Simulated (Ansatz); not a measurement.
A crystal relaxed with r2SCAN+rVV10 in Ansatz has space group Pnma (No. 62) and a = 11.579 Å, b = 4.127 Å, c = 4.567 Å.

```tsv
atom	site	x	y	z
Sn	4c	0.1188	0.2500	0.1129
Xx	4c	0.3532	0.2500	0.0120
```

The r2SCAN gap is indirect, 0.92 eV (Γ–Z (0.65 of the way from Γ) to Y–Γ (0.34 of the way from Y)), below the direct gap of 1.20 eV at Y–Γ (0.40 of the way from Y). The HSE06 gap is indirect, 1.06 eV (Γ–Z (0.65 of the way from Γ) to Y–Γ (0.34 of the way from Y)), below the direct gap of 1.34 eV at Y–Γ (0.34 of the way from Y). The PBE gap is indirect, 0.64 eV (Γ–Z (0.67 of the way from Γ) to Y–Γ (0.33 of the way from Y)), below the direct gap of 0.91 eV at Y–Γ (0.40 of the way from Y). Meshes: r2SCAN 2×6×6, HSE06 2×4×4, PBE 2×6×6.

Question: Which element is Xx?
A. Te
B. Se
C. O
D. S

Answer: B. Xx is Se: an 8-atom cell of SnSe started from a crystallographic database. Sn has 3 Se at 2.75–2.77 Å; Se has 3 Sn at 2.75–2.77 Å.

No spin polarisation and no zero-point or thermal motion.

No spin-orbit coupling is included; it can move band edges with weight on the heavy atoms by tenths of an eV.

Where an edge lies off the special points, it is a point of the mesh or the k point where a search put PBE's edge or least direct gap, reused for the other functionals, whose own edges may lie a little apart; PBE's own value is read along its path and can be a few hundredths of an eV high.

The meshes of the hybrids are coarse, so their gaps aren't converged to the digits shown.
